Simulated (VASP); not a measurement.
# SiC (F-43m) in VASP: band structure with PBE

Aim: the band structure of SiC with PBE.

Program: VASP 6.6.1. These are calculated values, not measurements. Logs are shortened: lines on timing, memory, paths and dates and some standing lists are left out, and cuts for length are marked.

**What was measured.**

“Insight into the structural, elastic and electronic properties of a new orthorhombic 6O-SiC polytype”, 2020, pmc:7200658 quotes, for a bulk crystal of SiC: band gap 2.4 eV (indirect).

How close the calculation comes is told below.

## (1) Starting point

Symmetry: F-43m, No. 216, cubic system. The conventional cell has a = 4.379 Å, b = 4.379 Å, c = 4.379 Å, α = 90.00°, β = 90.00°, γ = 90.00°. Si (site symmetry -43m) has 4 C at 1.90 Å as nearest neighbours. C (site symmetry -43m) has 4 Si at 1.90 Å as nearest neighbours.

## (2) Band structure, PBE

File INCAR:

```
SYSTEM = SiC
PREC = Accurate ; ENCUT = 520
EDIFF = 1E-7 ; ISMEAR = 0
SIGMA = 1.0 ; LREAL = .False.
LASPH = .True. ; NELM = 60
ALGO = Fast ; ISIF = 2
LWAVE = .False. ; LCHARG = .False.
GGA = PE
```

File KPOINTS:

```
Automatic mesh
0
Gamma
  12 12 12
  0 0 0
```

File POSCAR:

```
SiC                                     
1.0
    0.0000000000      2.1896416639      2.1896416639
    2.1896416639      0.0000000000      2.1896416639
    2.1896416639      2.1896416639      0.0000000000
  Si              C             
     1     1
Direct
     0.0000000000000000    0.0000000000000000    0.0000000000000000
     0.2500000000000000    0.2500000000000000    0.2500000000000000
```

File KPOINTS_OPT:

```
path GXWKGLUWLK,UX
15
line-mode
reciprocal
 0.0000000000  0.0000000000  0.0000000000  G
 0.5000000000  0.0000000000  0.5000000000  X

 0.5000000000  0.0000000000  0.5000000000  X
 0.5000000000  0.2500000000  0.7500000000  W

 0.5000000000  0.2500000000  0.7500000000  W
 0.3750000000  0.3750000000  0.7500000000  K

 0.3750000000  0.3750000000  0.7500000000  K
 0.0000000000  0.0000000000  0.0000000000  G

 0.0000000000  0.0000000000  0.0000000000  G
 0.5000000000  0.5000000000  0.5000000000  L

 0.5000000000  0.5000000000  0.5000000000  L
 0.6250000000  0.2500000000  0.6250000000  U

 0.6250000000  0.2500000000  0.6250000000  U
 0.5000000000  0.2500000000  0.7500000000  W

 0.5000000000  0.2500000000  0.7500000000  W
 0.5000000000  0.5000000000  0.5000000000  L

 0.5000000000  0.5000000000  0.5000000000  L
 0.3750000000  0.3750000000  0.7500000000  K

 0.6250000000  0.2500000000  0.6250000000  U
 0.5000000000  0.0000000000  0.5000000000  X
```

Potentials or basis: VASP PAW PBE potentials, release 64 (Si, C).

Command:

```sh
$ cat potpaw_PBE.64/Si/POTCAR potpaw_PBE.64/C/POTCAR > POTCAR
$ mpirun -np 1 vasp_std > vasp.out
```

OUTCAR:

```text
SYSTEM = SiC
   PREC = Accurate
   ENCUT = 520
   EDIFF = 1E-7
   ISMEAR = 0
   LREAL = .False.
   LASPH = .True.
   NELM = 60
   ISIF = 2
   GGA = PE

 ion  position               nearest neighbor table
   1  0.000  0.000  0.000-   2 1.90   2 1.90   2 1.90   2 1.90
   2  0.250  0.250  0.250-   1 1.90   1 1.90   1 1.90   1 1.90

  LATTYP: Found a face centered cubic cell.
 ALAT       =     4.3792833278

  Lattice vectors:

 A1 = (   0.0000000000,   2.1896416639,   2.1896416639)
 A2 = (   2.1896416639,   0.0000000000,   2.1896416639)
 A3 = (   2.1896416639,   2.1896416639,   0.0000000000)

Analysis of symmetry for initial positions (statically):
=====================================================================
 Subroutine PRICEL returns:
 Original cell was already a primitive cell.

 Routine SETGRP: Setting up the symmetry group for a
 face centered cubic supercell.

 Subroutine GETGRP returns: Found 24 space group operations
 (whereof 24 operations were pure point group operations)
 out of a pool of 48 trial point group operations.

The static configuration has the point symmetry T_d .

Analysis of symmetry for dynamics (positions and initial velocities):
=====================================================================
 Subroutine PRICEL returns:
 Original cell was already a primitive cell.

 Routine SETGRP: Setting up the symmetry group for a
 face centered cubic supercell.

 Subroutine GETGRP returns: Found 24 space group operations
 (whereof 24 operations were pure point group operations)
 out of a pool of 48 trial point group operations.

The dynamic configuration has the point symmetry T_d .

 Subroutine INISYM returns: Found 24 space group operations
 (whereof 24 operations are pure point group operations),
 and found     1 'primitive' translations

----------------------------------------------------------------------------------------

                                     Primitive cell

  volume of cell :      20.9966

  direct lattice vectors                    reciprocal lattice vectors
     0.000000000  2.189641664  2.189641664    -0.228347865  0.228347865  0.228347865
     2.189641664  0.000000000  2.189641664     0.228347865 -0.228347865  0.228347865
     2.189641664  2.189641664  0.000000000     0.228347865  0.228347865 -0.228347865

  length of vectors
     3.096620938  3.096620938  3.096620938     0.395510105  0.395510105  0.395510105

[... 79 lines left out ...]
   NELM   =     60;   NELMIN=  2; NELMDL= -5     # of ELM steps
   EDIFF  = 0.1E-06   stopping-criterion for ELM
   LREAL  =      F    real-space projection
   EDIFFG = 0.1E-05   stopping-criterion for IOM
   NSW    =      0    number of steps for IOM
   IBRION =     -1    ionic relax: 0-MD 1-quasi-New 2-CG
   NFREE  =      0    steps in history (QN), initial steepest desc. (CG)
   ISIF   =      2    stress and relaxation
   ISYM   =      2    0-nonsym 1-usesym 2-fastsym
   POTIM  = 0.5000    time-step for ionic-motion
   TEBEG  =    0.0;   TEEND  =   0.0 temperature during run
   PSTRESS=    0.0 pullay stress
   NELECT =       8.0000    total number of electrons
   NUPDOWN=      -1.0000    fix difference up-down
   EMIN   =  10.00;   EMAX   =-10.00  energy-range for DOS
   EFERMI =   0.00;   METHOD = LEGACY
   ISMEAR =     0;   SIGMA  =   1.00  broadening in eV -4-tet -1-fermi 0-gaus
   EFERMI_NEDOS =   21; number of points for ismear=-14 and -15
   IALGO  =     68    algorithm
   IMIX   =      4    mixing-type and parameters
     AMIX     =   0.40;   BMIX     =  1.00
     AMIX_MAG =   1.60;   BMIX_MAG =  1.00
  volume/ion in A,a.u.               =      10.50        70.85
  Fermi-wavevector in a.u.,A,eV,Ry     =   1.186830  2.242783 19.164690  1.408565
  Thomas-Fermi vector in A             =   2.322994
   LORBIT       =      0    0 simple, 1 ext, 2 COOP (PROOUT), +10 PAW based schemes
   GGA     = PE    functional components
   LHFCALC =     F    Hartree Fock is set to
   AEXX    =    0.0000 exact exchange contribution
   IVDW    =     0    specifies the selected vdW correction
   LEPSILON=     F    determine dielectric tensor
   LRPA    =     F    only Hartree local field effects (RPA)
 non-spin polarized calculation
 RMM-DIIS sequential band-by-band and
 Gauss-broadening in eV      SIGMA  =   1.00
  energy-cutoff  :      520.00
  volume of cell :       21.00
 maximum number of plane-waves:       588
   NGX = 11   NGY = 11   NGZ = 11

 number of electron       8.0000001 magnetization

 Free energy of the ion-electron system (eV)
  ---------------------------------------------------
  ext. energy  EPLUGINS =         0.00000000
  ---------------------------------------------------
  free energy    TOTEN  =       -15.06592801 eV

  energy without entropy =      -15.04174723  energy(sigma->0) =      -15.05383762

 E-fermi :   8.9551     XC(G=0): -11.2953

 val. band max:        7.9342026090   @ k =   0.0000   0.0000   0.0000
 cond. band min:       9.3113141177   @ k =   0.5000   0.5000   0.0000
 fundamental gap:      1.3771115087
 Fermi energy:         8.9550909838

 k-point     1 :       0.0000    0.0000    0.0000
  band No.  band energies     occupation
      1      -7.3508      2.00000
      2       7.9342      1.85119
      3       7.9342      1.85119
      4       7.9342      1.85119
      5      13.9981      0.00000
      6      15.1484      0.00000
      7      15.1484      0.00000
      8      15.1484      0.00000
[... 243 lines left out ...]
 k-point    24 :      -0.4167    0.1667    0.0000
  band No.  band energies     occupation
      1      -3.5206      2.00000
      2       0.0011      2.00000
      3       4.8698      2.00000
      4       6.4337      1.99964
      5      13.0380      0.00000
      6      15.5568      0.00000
      7      16.4077      0.00000
      8      18.9764      0.00000

 [... further k-points ...]
[... 5 lines left out ...]
  --------------------------------------------------------------------------------------
  -------------------------------------------------------------------------------------
  Total       -0.0003319     -0.0003319     -0.0003319      0.0000000      0.0000000     -0.0000000
  in kB       -0.0253257     -0.0253257     -0.0253257      0.0000000      0.0000000     -0.0000000
  external PRESSURE =      -0.0253257 kB  Pullay stress =       0.0000000 kB

 VOLUME and BASIS-vectors are now :
 -----------------------------------------------------------------------------
  energy-cutoff  :      520.00
  volume of cell :       21.00
      direct lattice vectors                 reciprocal lattice vectors
     0.000000000  2.189641664  2.189641664    -0.228347865  0.228347865  0.228347865
     2.189641664  0.000000000  2.189641664     0.228347865 -0.228347865  0.228347865
     2.189641664  2.189641664  0.000000000     0.228347865  0.228347865 -0.228347865

 POSITION                                       TOTAL-FORCE (eV/Angst)
 -----------------------------------------------------------------------------------
      0.00000      0.00000      0.00000        -0.000000     -0.000000     -0.000000
      1.09482      1.09482      1.09482         0.000000      0.000000      0.000000
 -----------------------------------------------------------------------------------
    total drift:                                0.000000      0.000000      0.000000

  FREE ENERGIE OF THE ION-ELECTRON SYSTEM (eV)
  ---------------------------------------------------
  free  energy   TOTEN  =       -15.0659280111 eV

  energy  without entropy=      -15.0417472255  energy(sigma->0) =      -15.05383762
```

OSZICAR:

```text
N       E                     dE             d eps       ncg     rms          rms(c)
DAV:   1     0.509127715024E+01    0.50913E+01   -0.40775E+03  1192   0.844E+02
DAV:   2    -0.164916654284E+02   -0.21583E+02   -0.20698E+02  1704   0.108E+02
DAV:   3    -0.168744060109E+02   -0.38274E+00   -0.38273E+00  1368   0.177E+01
[... 28 lines left out ...]
DAV:   5     0.100962637441E+04   -0.69313E-04     1408
DAV:   6     0.100962637418E+04   -0.22868E-06     1736
DAV:   7     0.100962637418E+04   -0.60140E-10     1496
       N       E                     dE             ncg
DAV:   1     0.241456302123E+05   -0.20959E+04       96
DAV:   2     0.240436286412E+05   -0.10200E+03      128
DAV:   3     0.240420465134E+05   -0.15821E+01      128
DAV:   4     0.240420445502E+05   -0.19633E-02      176
DAV:   5     0.240420445492E+05   -0.95589E-06      120
DAV:   6     0.240420445492E+05   -0.10186E-09      176
```

stdout:

```text
POSCAR found type information on POSCAR SiC
 POSCAR found :  2 types and       2 ions
 scaLAPACK will be used
 LDA part: xc-table for (Slater+PW92), standard interpolation
 POSCAR, INCAR and KPOINTS ok, starting setup
 FFT: planning ... GRIDC
 FFT: planning ... GRID_SOFT
 FFT: planning ... GRID
 WAVECAR not read
 entering main loop
 Start KPOINTS_OPT (optional k-point list driver)
k-point batch [1-72\150]
k-point batch [73-144\150]
k-point batch [145-150\150]
```

It took 12 s on 1 thread of Intel Xeon Platinum 8488C (Sapphire Rapids), shared host; peak memory 0.15 GiB.

Results:

- Free energy: -15.0659 eV
- Pressure: 0.0 GPa
- Band gap on the k mesh: 1.38 eV, indirect (least direct gap 4.53 eV)
- Band gap along the path: 1.38 eV, indirect (least direct gap 4.53 eV)

Levels at the corners of the path, in eV from the valence-band top:
| point | band 2 | band 3 | band 4 | band 5 | band 6 | band 7 |
| --- | --- | --- | --- | --- | --- | --- |
| Γ | 0.00 | 0.00 | 0.00 | 6.06 | 7.21 | 7.21 |
| X | -7.74 | -3.15 | -3.15 | 1.38 | 4.28 | 13.87 |
| X | -7.74 | -3.15 | -3.15 | 1.38 | 4.28 | 13.87 |
| W | -6.99 | -4.92 | -4.62 | 5.19 | 9.31 | 9.33 |
| W | -6.99 | -4.92 | -4.62 | 5.19 | 9.31 | 9.33 |
| K | -7.23 | -5.46 | -2.57 | 3.10 | 7.69 | 11.73 |
| K | -7.23 | -5.46 | -2.57 | 3.10 | 7.69 | 11.73 |
| Γ | 0.00 | 0.00 | 0.00 | 6.06 | 7.21 | 7.21 |
| Γ | 0.00 | 0.00 | 0.00 | 6.06 | 7.21 | 7.21 |
| L | -8.45 | -1.05 | -1.05 | 5.31 | 7.18 | 7.18 |
| L | -8.45 | -1.05 | -1.05 | 5.31 | 7.18 | 7.18 |
| U | -7.23 | -5.46 | -2.57 | 3.10 | 7.69 | 11.73 |
| U | -7.23 | -5.46 | -2.57 | 3.10 | 7.69 | 11.73 |
| W | -6.99 | -4.92 | -4.62 | 5.19 | 9.31 | 9.33 |
| W | -6.99 | -4.92 | -4.62 | 5.19 | 9.31 | 9.33 |
| L | -8.45 | -1.05 | -1.05 | 5.31 | 7.18 | 7.18 |
| L | -8.45 | -1.05 | -1.05 | 5.31 | 7.18 | 7.18 |
| K | -7.23 | -5.46 | -2.57 | 3.10 | 7.69 | 11.73 |
| U | -7.23 | -5.46 | -2.57 | 3.10 | 7.69 | 11.73 |
| X | -7.74 | -3.15 | -3.15 | 1.38 | 4.28 | 13.87 |

## (3) Against experiment

Step 2. Measured gap of SiC: 2.4 eV (indirect; quoted in “Insight into the structural, elastic and electronic properties of a new orthorhombic 6O-SiC polytype”, 2020, pmc:7200658). This calculation gives 1.38 eV (-1.02 eV). The value is that of PBE, without temperature or zero-point motion. Semilocal functionals fall short of measured gaps as a rule.
